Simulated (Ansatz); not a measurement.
Zone-centre phonons of RbBr at 31 GPa: input and output

The calculation used DFT PBE, scalar-relativistic, plane waves, PAW (Ansatz 0.2.0).

It can be run as:
```bash
ansatz run input.yaml --threads 1 --pin off --backend cpu --events-out ev --progress --plain --runs-dir out  # memory cap (--max-ram) not shown
```

Input (bare energies are in eV):
```yaml
crystal:
  lattice:
    - [3.4809967116, 0.0, 0.0]
    - [0.0, 3.4809967116, 0.0]
    - [0.0, 0.0, 3.4809967116]
  atoms:
    - { symbol: Rb, position: [0.0, 0.0, 0.0] }
    - { symbol: Br, position: [0.5, 0.5, 0.5] }
basis:
  ecutwfc: 420
kpoints:
  mp_grid: { grid: [6, 6, 6] }
hamiltonian:
  xc: pbe
scf:
  occupations: { method: fixed }
output:
  eigenvalues: true
phonons:
  method: dfpt
  dielectric: true
  rigid_motions: translations
  eigenvectors: true
```

Results section of the output:
```
--- Phonons (Γ-DFPT): 2 representative perturbations + reference, on 40 of 216 k-points (Σ response iterations 5) ---
  k mesh reduced under 8 symmetry operations, with k and −k counted as one. Each operation leaves every solved perturbation unchanged. A smaller set is not considered because the run solves the response ...
  ASR residual: 1.129e-4 → 0.000e0 eV/Å²; symmetrization residual: 5.863e-7 eV/Å²
  ASR residual per site (eV/Å²): 1.13e-4 5.31e-6
  Γ frequencies (cm⁻¹): 0.00 0.00 0.00 208.32 208.32 208.32
  ε∞ (high-frequency dielectric tensor):
        4.066769     0.000000     0.000000
        0.000000     4.066769    -0.000000
        0.000000    -0.000000     4.066769
  ε⁰ (static dielectric tensor: ions relaxed, cell fixed):
        5.035033     0.000000     0.000000
        0.000000     5.035033     0.000000
        0.000000     0.000000     5.035033
  ε⁰ − ε∞ (ionic part):
        0.968264    -0.000000     0.000000
       -0.000000     0.968264     0.000000
        0.000000     0.000000     0.968264
  softest optical mode at Γ: 208.32 cm⁻¹; the repairs (sum rule, projections) moved no ω² at Γ by more than (0.61 cm⁻¹)²
  Born effective charges Z* (e; rows j = field, columns β = displacement):
    site 0:
         1.21962    0.00000    0.00000
        -0.00000    1.21962    0.00000
         0.00000    0.00000    1.21962
    site 1:
        -1.21962   -0.00000    0.00000
         0.00000   -1.21962    0.00000
         0.00000    0.00000   -1.21962
  Z* charge neutrality: 3.826e-3 e pre-enforcement
  solved inside a basis spanned on kpoints, on 8×8×8 k-points, its susceptibility summed on 10×10×10: ε∞ is read to err by 1.3e-2, Z* by 1.2e-2 e (field_mesh: kpoints solves on kpoints); Z* is corrected for ...
  optical modes at Γ without the LO–TO term, one row a degenerate level:
      ω (cm⁻¹) modes IR ((D/Å)²/amu)
        208.32      3             2.4930
  optical modes at Γ + LO–TO along q̂ = [1.0000, 0.0000, 0.0000]:
      ω (cm⁻¹) modes IR ((D/Å)²/amu)
        208.32      2             1.6620
        231.80      1             0.8310
  optical modes at Γ + LO–TO along q̂ = [0.0000, 1.0000, 0.0000]:
      ω (cm⁻¹) modes IR ((D/Å)²/amu)
        208.32      2             1.6620
        231.80      1             0.8310
  optical modes at Γ + LO–TO along q̂ = [0.0000, 0.0000, 1.0000]:
      ω (cm⁻¹) modes IR ((D/Å)²/amu)
        208.32      2             1.6620
        231.80      1             0.8310
```

Other phases may be more stable at this pressure. The run warned that the force constants aren't converged on this k mesh, so the frequencies and all that is formed from them are rough.

This CsCl-type form isn't the usual stable structure of the compound at low pressure.